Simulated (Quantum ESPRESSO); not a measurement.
The system is MgB2.

```xyz
3
Lattice="3.0850 0.0000 0.0000 -1.5425 2.6717 0.0000 0.0000 0.0000 3.5230" Properties=species:S:1:pos:R:3 pbc="T T T"
Mg    0.0000    0.0000    0.0000
B     1.5425    0.8906    1.7615
B     0.0000    1.7811    1.7615
```

Base run:

| Item | Value |
| --- | --- |
| Program | Quantum ESPRESSO 7.5 |
| Functional | PBEsol |
| Potentials or basis | PseudoDojo 0.4.1 SR PBEsol standard |
| Cutoff | 1143 eV |
| Density cutoff | 4572 eV |
| k mesh | 8 × 8 × 6 |
| Occupations | fermi-dirac, width 0.05 eV |
| Spin | no spin polarisation |

Its results: band gap on the k mesh none (metal or under the smearing width); pressure -2.6 GPa.

Question: After a change of settings the same cell gave: band gap on the k mesh none (metal or under the smearing width); pressure -7.1 GPa. Which change was it?
A. functional from PBEsol to LDA; potentials or basis from PseudoDojo 0.4.1 SR PBEsol standard to GBRV 1.5 LDA; cutoff from 1143 eV to 612 eV; density cutoff from 4572 eV to 4898 eV
B. k mesh from 8 × 8 × 6 to 10 × 10 × 8
C. potentials or basis from PseudoDojo 0.4.1 SR PBEsol standard to SG15 PBE 1.2; cutoff from 1143 eV to 952 eV; density cutoff from 4572 eV to 3810 eV; k mesh from 8 × 8 × 6 to 6 × 6 × 6

Answer: A.

Caveats: the Wannier minimisation didn't converge.

Not every run made on this cell is shown here.
